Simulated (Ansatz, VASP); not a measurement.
Given: the input of a run of VASP 6.6.1 on TePb. 

The input INCAR:

```
  ALGO = Normal
  EDIFF = 1E-7
  ENCUT = 520
  GGA = RP
  ISIF = 2
  ISMEAR = 0
  LASPH = T
  LCHARG = F
  LREAL = F
  LWAVE = F
  NELM = 100
  PREC = Accurate
  SIGMA = 0.1
```

File KPOINTS:

```
k-points
0
Gamma
  7 7 7
```

The input POSCAR:

```
TePb
1.0
    0.0000000000      3.2310000000      3.2310000000
    3.2310000000      0.0000000000      3.2310000000
    3.2310000000      3.2310000000      0.0000000000
Pb Te
1 1
Cartesian
    0.0000000000      0.0000000000      0.0000000000
    3.2310000000      3.2310000000      3.2310000000
```

Potentials or basis: VASP PAW PBE potentials, release 64 (Pb_d, Te).

The run is started by

```bash
$ cat potpaw_PBE.64/Pb_d/POTCAR potpaw_PBE.64/Te/POTCAR > POTCAR
$ mpirun -np 1 vasp_std > vasp.out
```

Q: What does the same run look like in Ansatz 0.2.0? Potentials or basis there: all-electron LAPW, scalar-relativistic.

A: As run (cutoffs and basis follow the program's own potentials, and thresholds, step limits or extra output files can differ):

The input input.yaml:

```yaml
crystal:
  lattice:
    - [0.0, 3.231, 3.231]
    - [3.231, 0.0, 3.231]
    - [3.231, 3.231, 0.0]
  atoms:
    - { symbol: Pb, position: [0.0, 0.0, 0.0] }
    - { symbol: Te, position: [0.5, 0.5, 0.5] }
kpoints:
  mp_grid: { grid: [7, 7, 7] }
scf:
  occupations: { method: gaussian, width: 0.1 }
hamiltonian:
  xc: rpbe
  pseudopotentials: { kind: all_electron, lapw: { basis_error: 0.001 } }
output:
  forces: true
  stress: true
  eigenvalues: true
```

Potentials or basis: all-electron LAPW, scalar-relativistic.

The run is started by

```sh
$ ansatz run input.yaml --threads 1 --pin off --max-ram 3072MiB --backend cpu --events-out ev --progress --plain --runs-dir out
```

Both were run:

|  | VASP | Ansatz |
| --- | --- | --- |
| Pressure | 3.6 GPa | 3.7 GPa |

VASP's potentials were made for PBE.

Where Ansatz's input types no cutoff or centring, it takes its own default and a Γ-centred mesh.

Pressure is positive in compression.
